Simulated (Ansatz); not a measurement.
Set up this calculation in Ansatz 0.2.0, as the native input.

* Task: relaxation of cell and atoms
* Functional: BPBE
* Potentials or basis: Ansatz PAW
* Cutoff: 420 eV (not typed: the program's choice for these potentials)
* k mesh: 8 × 8 × 5
* Occupations: fermi-dirac, width 0.05 eV
* Spin: no spin polarisation

ZrS2:

```
Zr S
1.0
     3.69138    0.00000    0.00000
    -1.84569    3.19683    0.00000
     0.00000    0.00000    6.04108
Zr S
1 2
Direct
  0.00000 0.00000 0.00000
  0.33333 0.66667 0.23791
  0.66667 0.33333 0.76209
```

The cell is a database's computed one.

These files were run (other wordings do the same):

input.yaml

```yaml
crystal:
  lattice:
    - [3.6913825498, 0.0, 0.0]
    - [-1.8456912749, 3.1968310632, 0.0]
    - [0.0, 0.0, 6.04107701]
  atoms:
    - { symbol: Zr, position: [0.0, 0.0, 0.0] }
    - { symbol: S, position: [0.3333333333, 0.6666666667, 0.23790997] }
    - { symbol: S, position: [0.6666666667, 0.3333333333, 0.76209003] }
hamiltonian:
  xc: { exchange: b88, correlation: pbe }
  pseudopotentials: { kind: paw }
kpoints:
  mp_grid: { grid: [8, 8, 5] }
scf:
  occupations: { method: fermi_dirac, width: 0.05 }
output:
  forces: true
  stress: true
relax:
  f_tol: 0.01
  max_steps: 40
  cell: { stress_tol: 0.05 }
```

Potentials or basis: Ansatz PAW.

Run with:

```console
$ ansatz run input.yaml --threads 2 --pin off --max-ram 5120MiB --backend cpu --events-out ev --progress --plain --runs-dir out
```

It gave:

```json
{
  "Relaxed volume": "35.79 Å³/atom",
  "Relaxed cell": "a = 3.688 Å, b = 3.688 Å, c = 9.114 Å, α = 90.00°, β = 90.00°, γ = 120.00°",
  "Space group after relaxing (to 0.05 Å)": "P-3m1 (No. 164)",
  "Energy gained by relaxing": "21.9 meV/atom",
  "Ionic steps": "21",
  "Pressure after relaxing": "0.0 GPa",
  "Largest force after relaxing": "0.003 eV/Å",
  "Band gap on the k mesh": "1.21 eV"
}
```

Caveat: the volume moved by over 15 % at a fixed basis, so the end points are rough; odd divisions of the mesh miss points on the zone boundary, where band edges often lie, so the gap on the mesh can be too wide; the plane-wave basis is chosen anew once the cell has moved, so the energies of steps on either side of that aren't comparable; the PAW data sets come from PBE, with cores solved anew for the run's functional, which leaves a small shift of forces and pressure.

It took 26 s on 2 threads of Arm Neoverse V2 (shared host), peak memory 0.35 GiB.
